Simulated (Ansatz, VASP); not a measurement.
## Al: VASP beside Ansatz

```
Al
1.0
     0.00000    1.99138    1.99138
     1.99138    0.00000    1.99138
     1.99138    1.99138    0.00000
Al
1
Direct
  0.00000 0.00000 0.00000
```

Alike in both runs: functional LDA; k mesh 34 × 34 × 34; occupations gaussian, width 0.1 eV; no spin polarisation.

Ansatz relaxed the structure, and its values are those at the end. VASP's run is a single point on that final structure, the one shown.

|  | VASP | Ansatz |
| --- | --- | --- |
| version | VASP 6.6.1 | Ansatz 0.2.0 |
| potentials or method | VASP PAW LDA potentials, release 64 (Al) | scalar-relativistic, plane waves, PAW |
| plane-wave cutoff (eV) | 520 | 420 |
| valence electrons in the cell | 3 | 3 |

VASP gave:

| Item | Value |
| --- | --- |
| gap on the k mesh at the Fermi level (eV) | none |
| pressure (GPa) | 0.1 |

Problem. What did Ansatz give for the same quantities?

Solution. gap on the k mesh at the Fermi level (eV): none; pressure (GPa): 0.0.

A gap of «none» marks a metal or a gap that the smearing closes.
